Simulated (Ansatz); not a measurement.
InP: frozen-core PAW against all-electron methods

```
In P
1.0
     0.00000    2.88751    3.01842
     2.88751    0.00000    3.01842
     2.88751    2.88751    0.00000
In P
1 1
Direct
  0.00000 0.00000 0.00000
  0.75000 0.75000 0.75000
```

Atoms are numbered in the order listed.

The geometry is COD entry 1010146, unchecked; take it as a test cell. It is an old determination, and later ones may differ. The listed cell was then made from it by scaling, straining or moving an atom.

Spin–orbit coupling is left out, though it moves levels of the heavy atoms by tenths of an eV or more.

Methods: DFT, PBE, PAW with Ansatz's default frozen-core files, scalar-relativistic (Ansatz 0.2.0); DFT, PBE, all-electron LAPW, scalar-relativistic (Ansatz 0.2.0).

For PAW: a Γ-centred 12×12×12 k mesh, Fermi–Dirac smearing of 0.05 eV, cutoff 420 eV, no spin polarisation. LAPW targets a basis error of 1 meV/atom. The Ansatz runs share mesh, smearing and spin set-up. Plane-wave (PAW) pressures include the program's estimate of the Pulay term.

Stress and pressure are positive in compression.

The change that made this cell: z strained by +3 % at fixed volume.

PAW results:

```
       quantity    PAW
 pressure (GPa)   3.30
stress xx (GPa)   3.94
stress zz (GPa)   2.01
  band gap (eV)  0.631
```

What does full-potential LAPW give for the same quantities?


| quantity | LAPW |
| --- | --- |
| pressure (GPa) | 3.30 |
| stress xx (GPa) | 3.94 |
| stress zz (GPa) | 2.01 |
| band gap (eV) | 0.630 |
